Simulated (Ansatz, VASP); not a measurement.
# SnO2 (Cassiterite): VASP beside Ansatz

Aim: how closely do two programs agree when they are given the same cell, functional and k mesh? Of the first pair: The two relaxations start from unlike cells of this crystal (the structure described is Ansatz's start), so only their ends are compared.

Program: Ansatz 0.2.0. Level of theory: plane waves, with VASP 6.6.1 beside it; relaxation of cell and atoms at PBE and relaxation of cell and atoms at LDA. Results are calculated unless marked as measured.

### Step 1. The structure

It takes space group P4_2/mnm (No. 136, tetragonal). Conventional cell: a = 4.736 Å, b = 4.736 Å, c = 3.187 Å, α = 90.00°, β = 90.00°, γ = 90.00°. Sn has 6 O at 2.04 to 2.06 Å nearest. O has 3 Sn at 2.04 to 2.06 Å nearest. Farther neighbours and most contacts between anions are not listed.

As a file:

```xyz
6
Lattice="4.7357 0.0000 0.0000 0.0000 4.7357 0.0000 0.0000 0.0000 3.1873" Properties=species:S:1:pos:R:3 pbc="T T T"
Sn    0.0000    0.0000    0.0000
Sn    2.3678    2.3678    1.5937
O     1.4458    1.4458    0.0000
O     0.9220    3.8137    1.5937
O     3.2899    3.2899    0.0000
O     3.8137    0.9220    1.5937
```

### Step 2. VASP: relaxation of cell and atoms, PBE

The relaxed volume is the usual yardstick between codes: in a stiff, nearly cubic crystal its relative difference is about their pressure difference at one cell divided by the bulk modulus.

Lines of VASP's logs that name or quote its potential files are left out, and so is its time.

Input file INCAR:

```
SYSTEM = SnO2
PREC = Accurate
ENCUT = 600
EDIFF = 1E-07
NELM = 120
ISMEAR = -1
SIGMA = 0.05
LREAL = .FALSE.
ALGO = Normal
GGA = PE
NBANDS = 32
LORBIT = 11
LWAVE = .FALSE.
LCHARG = .FALSE.
ISIF = 3
IBRION = 2
NSW = 80
EDIFFG = -0.005
LASPH = .TRUE.
GGA_COMPAT = .FALSE.
NELMIN = 4
EFERMI = MIDGAP
KPAR = 2
```

Input file POSCAR:

```
SnO2
1.0
    4.8302938890      0.0000000000      0.0000000000
    0.0000000000      4.8302938890      0.0000000000
    0.0000000000      0.0000000000      3.2423725255
Sn O
2 4
Direct
    0.0000000000      0.0000000000      0.0000000000
    0.5000000000      0.5000000000      0.5000000000
    0.3065421653      0.3065421653      0.0000000000
    0.1934578347      0.8065421653      0.5000000000
    0.6934578347      0.6934578347      0.0000000000
    0.8065421653      0.1934578347      0.5000000000
```

Input file KPOINTS:

```
Automatic mesh
0
Gamma
6 6 8
0 0 0
```

Potentials, in the order of the species: Sn_d and O (PBE family, release 64).

The run is started by

```
mpirun -np 2 vasp_std
```

Numbers of over 12 decimals in the logs are rounded to 6 here.

What it wrote:

```text
[banner, memory and clock lines left out]
running    2 mpi-ranks, on    1 nodes
 distrk:  each k-point on    1 cores,    2 groups
 distr:  one band on    1 cores,    1 groups

 POSCAR found type information on POSCAR SnO
 POSCAR found :  2 types and       6 ions
 LDA part: xc-table for (Slater+PW92), standard interpolation
 POSCAR, INCAR and KPOINTS ok, starting setup
 FFT: planning ... GRIDC
 FFT: planning ... GRID_SOFT
 FFT: planning ... GRID
 WAVECAR not read
 entering main loop
       N       E                     dE             d eps       ncg     rms          rms(c)
DAV:   1     0.665543954528E+03    0.66554E+03   -0.28495E+04  3552   0.272E+03
DAV:   2     0.613367397458E+02   -0.60421E+03   -0.57791E+03  3528   0.713E+02
DAV:   3    -0.380753349252E+02   -0.99412E+02   -0.97790E+02  3640   0.229E+02
DAV:   4    -0.432888708023E+02   -0.52135E+01   -0.51911E+01  3888   0.578E+01
DAV:   5    -0.434453154862E+02   -0.15644E+00   -0.15639E+00  3944   0.102E+01    0.156E+01
DAV:   6    -0.372488685395E+02    0.61964E+01   -0.23025E+01  5224   0.702E+01    0.581E+00
DAV:   7    -0.373526844594E+02   -0.10382E+00   -0.20569E+00  3640   0.834E+00    0.321E+00
DAV:   8    -0.373324457379E+02    0.20239E-01   -0.27136E-01  4808   0.478E+00    0.751E-01
DAV:   9    -0.373200423143E+02    0.12403E-01   -0.65296E-02  5152   0.349E+00    0.134E-01
DAV:  10    -0.373208435739E+02   -0.80126E-03   -0.50456E-03  4464   0.665E-01    0.445E-02
DAV:  11    -0.373209231510E+02   -0.79577E-04   -0.26752E-04  5048   0.171E-01    0.207E-02
DAV:  12    -0.373209272803E+02   -0.41293E-05   -0.24912E-05  3912   0.328E-02    0.157E-02
DAV:  13    -0.373209228445E+02    0.44357E-05   -0.16535E-05  4568   0.539E-02    0.264E-03
DAV:  14    -0.373209232550E+02   -0.41047E-06   -0.12329E-06  4456   0.932E-03    0.123E-03
DAV:  15    -0.373209233548E+02   -0.99787E-07   -0.32201E-08  2680   0.142E-03
   1 F= -.37320923E+02 E0= -.37320917E+02  d E =-.373209E+02
 curvature:   0.00 expect dE= 0.000E+00 dE for cont linesearch  0.000E+00
 trial: gam= 0.00000 g(F)=  0.160E-06 g(S)=  0.179E-04 ort = 0.000E+00 (trialstep = 0.100E+01)
 search vector abs. value=  0.181E-04
 bond charge predicted
       N       E                     dE             d eps       ncg     rms          rms(c)
DAV:   1    -0.373210858104E+02   -0.16256E-03   -0.40450E-03  4080   0.970E-01    0.868E-02
DAV:   2    -0.373209515075E+02    0.13430E-03   -0.36643E-04  4528   0.213E-01    0.305E-02
DAV:   3    -0.373209258556E+02    0.25652E-04   -0.49016E-05  4608   0.156E-01    0.957E-03
DAV:   4    -0.373209237251E+02    0.21305E-05   -0.92404E-06  4680   0.684E-02    0.170E-03
DAV:   5    -0.373209245236E+02   -0.79849E-06   -0.24191E-06  3936   0.132E-02    0.830E-04
DAV:   6    -0.373209251222E+02   -0.59863E-06   -0.95507E-08  2344   0.313E-03    0.338E-04
DAV:   7    -0.373209251986E+02   -0.76330E-07   -0.15462E-08  2136   0.169E-03
   2 F= -.37320925E+02 E0= -.37320919E+02  d E =-.184380E-05
 trial-energy change:   -0.000002  1 .order    0.000000   -0.000018    0.000018
 step:   0.5764(harm=  0.4949)  dis= 0.00002  next Energy=   -37.320929 (dE=-0.560E-05)
 bond charge predicted
       N       E                     dE             d eps       ncg     rms          rms(c)
DAV:   1    -0.373209589598E+02   -0.33838E-04   -0.72279E-04  4136   0.410E-01    0.367E-02
DAV:   2    -0.373209352137E+02    0.23746E-04   -0.65873E-05  4480   0.899E-02    0.129E-02
DAV:   3    -0.373209307268E+02    0.44869E-05   -0.87287E-06  4584   0.659E-02    0.407E-03
DAV:   4    -0.373209295504E+02    0.11764E-05   -0.14949E-06  3856   0.291E-02    0.623E-04
DAV:   5    -0.373209291546E+02    0.39575E-06   -0.57074E-07  3280   0.677E-03    0.292E-04
DAV:   6    -0.373209289255E+02    0.22912E-06   -0.15932E-08  2056   0.119E-03    0.134E-04
DAV:   7    -0.373209289103E+02    0.15214E-07   -0.32088E-09  1992   0.980E-04
   3 F= -.37320929E+02 E0= -.37320923E+02  d E =-.555554E-05
 curvature:  -0.24 expect dE=-0.282E-06 dE for cont linesearch -0.805E-07
 trial: gam= 0.00000 g(F)=  0.607E-06 g(S)=  0.562E-06 ort =-0.246E-05 (trialstep = 0.915E+00)
 search vector abs. value=  0.117E-05
 reached required accuracy - stopping structural energy minimisation
```

OUTCAR, selected parts (step 2):

```text
ion  position               nearest neighbor table
   1  0.000  0.000  0.000-   4 2.09   6 2.09   4 2.09   6 2.09   5 2.09   3 2.09
   2  0.500  0.500  0.500-   3 2.09   5 2.09   3 2.09   5 2.09   4 2.09   6 2.09
   3  0.307  0.307  0.000-   2 2.09   2 2.09   1 2.09
   4  0.193  0.807  0.500-   1 2.09   1 2.09   2 2.09
   5  0.693  0.693  0.000-   2 2.09   2 2.09   1 2.09
   6  0.807  0.193  0.500-   1 2.09   1 2.09   2 2.09

  LATTYP: Found a simple tetragonal cell.
 ALAT       =     4.8302938890
 C/A-ratio  =     0.6712578158

 Subroutine GETGRP returns: Found 16 space group operations
 (whereof  8 operations were pure point group operations)

The static configuration has the point symmetry D_2h.
 The point group associated with its full space group is D_4h.

 Found     50 irreducible k-points:

   k-points           NKPTS =     50   k-points in BZ     NKDIM =     50   number of bands    NBANDS=     32

   dimension x,y,z NGX =    40 NGY =   40 NGZ =   28
   dimension x,y,z NGXF=    80 NGYF=   80 NGZF=   56

   ENCUT  =  600.0 eV  44.10 Ry    6.64 a.u.   9.65  9.65  6.48*2*pi/ulx,y,z

   NELECT =      52.0000    total number of electrons

 k-points in reciprocal lattice and weights: Automatic mesh
   0.00000000  0.00000000  0.00000000       0.003
   0.16666667  0.00000000  0.00000000       0.014
   0.33333333  0.00000000  0.00000000       0.014
   0.50000000  0.00000000  0.00000000       0.007
   0.16666667  0.16666667  0.00000000       0.014
   0.33333333  0.16666667  0.00000000       0.028
   0.50000000  0.16666667  0.00000000       0.014
   0.33333333  0.33333333  0.00000000       0.014
   0.50000000  0.33333333  0.00000000       0.014
[...]
0.50000000  0.33333333  0.50000000       0.014
   0.50000000  0.50000000  0.50000000       0.003

 average (electrostatic) potential at core
       1-100.1314       2-100.1314       3 -68.4542       4 -68.4542       5 -68.4542
       6 -68.4542

 E-fermi :   5.8415

 k-point     1 :       0.0000    0.0000    0.0000
  band No.  band energies     occupation
    ...
     22       4.2474      2.00000
     23       4.2474      2.00000
     24       4.7675      2.00000
     25       4.7675      2.00000
     26       5.5062      1.99755
     27       6.1493      0.00423
     28      11.1707      0.00000
     29      11.5507      0.00000
     30      11.5507      0.00000
     31      15.5969      0.00000
    ...

 k-point     2 :       0.1667    0.0000    0.0000
  band No.  band energies     occupation
    ...
     22       4.1880      2.00000
     23       4.2556      2.00000
     24       4.2749      2.00000
     25       4.7834      2.00000
     26       5.3758      1.99982
     27       6.8942      0.00000
     28      10.9192      0.00000
     29      11.6754      0.00000
     30      11.7895      0.00000
     31      15.8424      0.00000
    ...

 k-point     3 :       0.3333    0.0000    0.0000
  band No.  band energies     occupation
    ...
     22       3.8804      2.00000
     23       4.2762      2.00000
     24       4.3018      2.00000
     25       4.8258      2.00000
     26       5.0918      2.00000
     27       8.1406      0.00000
     28      10.3251      0.00000
     29      12.0163      0.00000
     30      12.1618      0.00000
     31      15.9178      0.00000
    ...

  Total        0.0019568      0.0019568      0.0078878     -0.0000000      0.0000000      0.0000000
  in kB        0.0414578      0.0414578      0.1671160     -0.0000000      0.0000000      0.0000000
  external PRESSURE =       0.0833439 kB  Pullay stress =       0.0000000 kB

  energy-cutoff  :      600.00
  volume of cell :       75.62
      direct lattice vectors                 reciprocal lattice vectors
     4.829734121 -0.000000000  0.000000000     0.207050735 -0.000000000  0.000000000
     0.000000000  4.829734121  0.000000000     0.000000000  0.207050735  0.000000000
     0.000000000  0.000000000  3.241903040     0.000000000  0.000000000  0.308460798

 POSITION                                       TOTAL-FORCE (eV/Angst)
 -----------------------------------------------------------------------------------
      0.00000      0.00000      0.00000         0.000000     -0.000000      0.000000
      2.41487      2.41487      1.62095        -0.000000     -0.000000      0.000000
      1.48050      1.48050      0.00000        -0.001254     -0.001254     -0.000000
      0.93437      3.89537      1.62095         0.001254     -0.001254     -0.000000
      3.34923      3.34923      0.00000         0.001254      0.001254      0.000000
      3.89537      0.93437      1.62095        -0.001254      0.001254      0.000000
 -----------------------------------------------------------------------------------
    total drift:                                0.000000      0.000000     -0.000000

  FREE ENERGIE OF THE ION-ELECTRON SYSTEM (eV)
  ---------------------------------------------------
  free  energy   TOTEN  =       -37.3209289103 eV

  energy  without entropy=      -37.3209170108  energy(sigma->0) =      -37.32092296

 reached required accuracy - stopping structural energy minimisation

 total charge
# of ion       s       p       d       tot
------------------------------------------
    1        0.880   1.024  10.327  12.231
    2        0.880   1.024  10.327  12.231
    3        1.557   3.482   0.000   5.039
    4        1.557   3.482   0.000   5.039
    5        1.557   3.482   0.000   5.039
    6        1.557   3.482   0.000   5.039
--------------------------------------------------
tot          7.990  15.974  20.654  44.617

[... 3 further parts left out ...]
```

CONTCAR:

```
SnO2
   1.00000000000000
     4.8297341212206302   -0.0000000000000000    0.0000000000000000
     0.0000000000000000    4.8297341212206302    0.0000000000000000
     0.0000000000000000    0.0000000000000000    3.2419030397589861
  Sn              O
     2     4
Direct
     0.0000000000000000    0.0000000000000000    0.0000000000000000
     0.5000000000000000    0.5000000000000000    0.5000000000000000
     0.3065384553940081    0.3065384553940081    0.0000000000000000
     0.1934615446059919    0.8065384553940080    0.5000000000000000
     0.6934615446059920    0.6934615446059920    0.0000000000000000
     0.8065384553940080    0.1934615446059919    0.5000000000000000
```

The run keeps the 16 symmetry operations of its start, so it cannot find a distortion of lower symmetry.

### Step 3. Ansatz: relaxation of cell and atoms, PBE

Ansatz runs on its PAW soft_1 files.

Its own start cell and the same functional, mesh and smearing now go to Ansatz, which takes its cutoff from its data sets.

Input file input.yaml:

```yaml
crystal:
  lattice:
    - [4.7357, 0.0, 0.0]
    - [0.0, 4.7357, 0.0]
    - [0.0, 0.0, 3.18732]
  atoms:
    - { symbol: Sn, position: [0.0, 0.0, 0.0] }
    - { symbol: Sn, position: [0.5, 0.5, 0.5] }
    - { symbol: O, position: [0.3053, 0.3053, 0.0] }
    - { symbol: O, position: [0.1947, 0.8053, 0.5] }
    - { symbol: O, position: [0.6947, 0.6947, 0.0] }
    - { symbol: O, position: [0.8053, 0.1947, 0.5] }
kpoints:
  mp_grid: { grid: [6, 6, 8] }
scf:
  occupations: { method: fermi_dirac, width: 0.05 }
hamiltonian:
  xc: pbe
  pseudopotentials: { kind: paw, azcp: { folder: soft_1 } }
relax:
  f_tol: 0.01
  max_steps: 60
  cell: { stress_tol: 0.02 }
output:
  forces: true
  stress: true
  write_density: true
  write_potential: true
  elf: true
  volumetric_format: npy
```

The run is started by

```
ansatz run input.yaml --threads 4 --pin off --max-ram 10240MiB --backend cpu --events-out ev --progress --plain --runs-dir out
```

What it wrote:

```text
Engine: ansatz 0.2.0, aarch64-unknown-linux-gnu
Pseudopotentials: kind: paw
Pseudopotential: Sn, paw, valence charge 14, recommended cutoff 420 eV (normal), soft_1/Sn.paw.azcp
Pseudopotential: O, paw, valence charge 6, recommended cutoff 420 eV (normal), soft_1/O.paw.azcp
Functional definition: PBE
  parameter kappa = 0.804
  parameter beta = 0.066725
  exchange = pbe_x(kappa = kappa, mu = beta*pi^2/3)
  correlation = pbe_c(beta = beta)
Crystal: 6 atoms, lattice volume = 71.482 Å³
Basis set: ecut = 420 eV, 1411 PW (Γ), exchange–correlation on 64×64×48 points (8 copies of the dense FFT grid, shifted against one another)
Bands: 32, of which v1, the nominal top of the filled ones, is band 26 counted from 1 (25 counted from 0)
Symmetry: 16 space group operations
Space group: P42/mnm (ITA 136), of the structure as read, at distance tolerance 4.2e-5 Å
k-points: 50 of 288
Non-local potential: Sn, projectors of the file, l = 0: 2, l = 1: 2, l = 2: 2, l = 3: 1
Non-local potential: O, projectors of the file, l = 0: 2, l = 1: 2, l = 2: 1
PAW form: soft (Blöchl's): semilocal exchange-correlation on the pseudo side does not see the compensation charge
PAW one-centre angular grid: Sn, 590 points (default); XC on 64 Gauss nodes
PAW one-centre angular grid: O, 110 points (default); XC on 64 Gauss nodes
Initial density: superposition of atomic densities (chi_scale 0.1, normalization cell, long waves kept (reshape's long-wave potential 0.00 eV rms))
Initial wavefunctions: pseudopotential atomic-orbital guess
Functional: x = pbe(κ = 0.804, μ = 0.219515), c = pbe(β = 0.066725)
SCF iter   1: F=—  HF=-14318.858265 eV  |F-HF|=—  |Δ(HF+E_count)|=         —  Δρ=8.12e-2  dr2=3.73e0  ethr=3.10e-3  ⟨swp⟩=6.2  Hψ=7536  notcnv=0  defer=4
preconditioner: auto → Resta (q_TF=auto, 2.587 Å⁻¹)  ε∞=3.5  [insulator: Δε(μ)=1.729 eV  Ē_g=20.190 eV  σ=0.050 eV  W_gap=1.00  n_scr=18 (ndim 8)  ℏωp=31.7 eV  f_vac=0.000  D(μ)=0.00/eV (n_scr^D=0)  ε∞_Penn≈3.5]
SCF iter   2: F=—  HF=-14318.058445 eV  |F-HF|=—  |Δ(HF+E_count)|=   8.00e-1  Δρ=3.72e-2  dr2=5.10e-1  ethr=3.10e-3  ⟨swp⟩=2.4  Hψ=3102  notcnv=0  defer=90
SCF iter   3: F=—  HF=-14318.012448 eV  |F-HF|=—  |Δ(HF+E_count)|=   4.60e-2  Δρ=1.37e-2  dr2=7.87e-2  ethr=9.81e-4  ⟨swp⟩=2.1  Hψ=1780  notcnv=0  defer=90
SCF iter   4: F=—  HF=-14318.023038 eV  |F-HF|=—  |Δ(HF+E_count)|=   1.06e-2  Δρ=1.73e-3  dr2=2.23e-3  ethr=1.51e-4  ⟨swp⟩=3.0  Hψ=2630  notcnv=0  defer=90
SCF iter   5: F=—  HF=-14318.024881 eV  |F-HF|=—  |Δ(HF+E_count)|=   1.84e-3  Δρ=6.48e-4  dr2=2.21e-4  ethr=4.28e-6  ⟨swp⟩=2.0  Hψ=2683  notcnv=0  defer=90
SCF iter   6: F=—  HF=-14318.025140 eV  |F-HF|=—  |Δ(HF+E_count)|=   2.59e-4  Δρ=7.81e-5  dr2=3.98e-6  ethr=4.25e-7  ⟨swp⟩=2.0  Hψ=2328  notcnv=0  defer=90
SCF iter   7: F=—  HF=-14318.025106 eV  |F-HF|=—  |Δ(HF+E_count)|=   3.37e-5  Δρ=1.28e-5  dr2=1.16e-7  ethr=7.65e-9  ⟨swp⟩=2.2  Hψ=2531  notcnv=0  defer=90
SCF iter   8: F=-14318.025107 eV  HF=-14318.025107 eV  |F-HF|=6.74e-9  |Δ(HF+E_count)|=   1.38e-7  Δρ=2.56e-6  dr2=5.38e-9  ethr=1.92e-10  ⟨swp⟩=9.2  Hψ=10597  notcnv=0
SCF 1 converged in 8 iterations: F = -14318.025107 eV  dr2 = 5.38e-9
  greatest PAW one-centre occupation: 0.996 electrons in one spin orbital (limit 2), on the Sn atom at site 0 (counted from 0), in its partial waves of l = 2
relax step   1: F+E_penalty+E_count = -14318.02510662 eV  Δ(F+E_penalty+E_count) = +0.000e0 eV  max|allowed force component| = 1.484e-2 eV/Å  Δτ_max = 0.0000 Å  P = +10.791 GPa  Ω = 71.482 Å³  (8 SCF iters, dr2 threshold 1.00e-7 eV, accepted)
[...]
relax step   6: F+E_penalty+E_count = -14318.15119528 eV  Δ(F+E_penalty+E_count) = -1.198e-2 eV  max|allowed force component| = 3.086e-4 eV/Å  Δτ_max = 0.0000 Å  P = +0.308 GPa  Ω = 75.318 Å³  stress off target by 3.34e-1 GPa  SCF on the basis re-selected at this cell (its energy is not comparable with the rows above)  (7 SCF iters)
[...]
relax step   7: F+E_penalty+E_count = -14318.15103109 eV  Δ(F+E_penalty+E_count) = +1.642e-4 eV  max|allowed force component| = 1.316e-5 eV/Å  Δτ_max = 0.0003 Å  P = +0.009 GPa  Ω = 75.456 Å³  energy of the carried Pulay correction = -3.111e-4 eV  (4 SCF iters, dr2 threshold 2.79e-7 eV, accepted)
[...]
relax step   8: F+E_penalty+E_count = -14318.15132093 eV  Δ(F+E_penalty+E_count) = -2.898e-4 eV  max|allowed force component| = 3.579e-5 eV/Å  Δτ_max = 0.0000 Å  P = +0.012 GPa  Ω = 75.456 Å³  stress off target by 1.74e-2 GPa  SCF on the basis re-selected at this cell (its energy is not comparable with the rows above)  (5 SCF iters)
basis re-selected at this cell: Δ(F+E_penalty+E_count) = -2.898e-4 eV, ΔP = +0.003 GPa vs the last step (what re-selecting the basis moved, of the pressure what is left beyond the Pulay correction that the steps carried, after the strain that the cell walked since its last selection, with what the two solves' SCF thresholds leave and, on support functions, any second-order correction that the steps lacked; it is no m [...]
SCF converged after 5 iterations
Free energy (F): -14318.151321 eV
Harris-Foulkes:  -14318.151321 eV  (|F-HF|=1.60e-10)
Internal energy: -14318.151313 eV  (E = F + TS)
E sigma→0 (E₀):  -14318.151317 eV
Entropy (-TS):   -0.000008 eV (-0.001 meV/atom)
Fermi energy:    9.134255 eV
--- Per-component energies (eV) ---
  E_band       = -152.501199
  E_kinetic    = 1013.635545
  E_local      = -3267.661684  (includes V_loc(G=0)·N_el)
  E_nonlocal   = 500.296973
  E_hartree    = 1478.534603
  E_xc         = -534.928374
  E_vxc        = -522.677362  (∫ρ·V_xc dr)
  E_paw        = -9399.339431  (= ΣΔE_a)
  E_vpaw       = -833.167720  (= ΣTr[D̂ρ^β])
  E_aug_tail   = 0.003803  (compensation charges beyond the density's cutoff)
  E_ewald      = -4108.692748
  E_smearing   = -0.000008  (= −TS)
  E_closure    = 0.000000  (closes the sum)
  Σ components = -14318.151321   (vs F -14318.151321, Δ=0.00e0)
--- Forces (eV/Å), atoms counted from 1 ---
  atom   1  Sn    -0.00000000     0.00000000     0.00000000
  atom   2  Sn    -0.00000000     0.00000000     0.00000000
  atom   3  O      0.00003579     0.00003579     0.00000000
  atom   4  O     -0.00003579     0.00003579     0.00000000
  atom   5  O     -0.00003579    -0.00003579     0.00000000
  atom   6  O      0.00003579    -0.00003579     0.00000000
  max |Σ_I F_I| component: 1.73e-18 eV/Å
--- Stress (GPa, compression-positive) ---
        0.017449       0.000000       0.000000
        0.000000       0.017449       0.000000
        0.000000       0.000000       0.001751
  P = ⅓ Tr σ = 0.0122 GPa (0.122 kbar)
--- Band table (eV; the first three rows and the last of 50) ---
  k-point 0: bands = [... 22 lower, 7.5327, 8.0452, 8.0452, 8.7786, 9.4621, 14.4873, 14.8662, 14.8662, ... 2 higher]
  k-point 1: bands = [... 22 lower, 6.9987, 8.0688, 8.0688, 8.6611, 10.4735, 14.7630, 15.4879, 15.4879, ... 2 higher]
  k-point 2: bands = [... 22 lower, 6.2664, 7.9730, 7.9730, 8.3264, 12.0565, 15.1464, 16.8613, 16.8613, ... 2 higher]
  k-point 49: bands = [... 22 lower, 7.8661, 7.8661, 8.0032, 8.0032, 13.1490, 13.1490, 17.4094, 17.4094, ... 2 higher]
--- Relaxed structure (6 steps of the walk, 6 accepted, 2 SCFs on fresh bases) ---
  F+E_penalty+E_count = -14318.15132093 eV   max|allowed force component| = 3.579e-5 eV/Å   (the final SCF, on the basis selected at the relaxed cell)
  cell:  # Å, volume = 75.4557 Å³
    - [4.827316, 0, 0.0]
    - [0, 4.827316, 0.0]
    - [0.0, 0.0, 3.238027]
  atoms:
    - { symbol: Sn, position: [0, -1.182868683512143e-19, 0.0] }
    - { symbol: Sn, position: [0.5, 0.5, 0.5] }
    - { symbol: O, position: [0.306597, 0.306597, 0.0] }
    - { symbol: O, position: [0.193403, 0.806597, 0.5] }
    - { symbol: O, position: [0.693403, 0.693403, 0.0] }
    - { symbol: O, position: [0.806597, 0.193403, 0.5] }
```

The column dr2 measures how far the density is from self-consistency, as an energy; F and HF (Harris–Foulkes) agree once it is small.

(Part 1 of 2 ends here.)

[Lines on the potential files, build, host, timing and source positions are cut from VASP's logs without a mark.]

[Logs are printed without paths, hosts, clocks, repeated set-up lines and the standing remarks that a program may print on its own settings, such as how far it seeks lower states.]

[Hosts, paths, dates, database ids (printed as entryN), source tags and the programs' standing remarks are cut or masked in the printed files.]
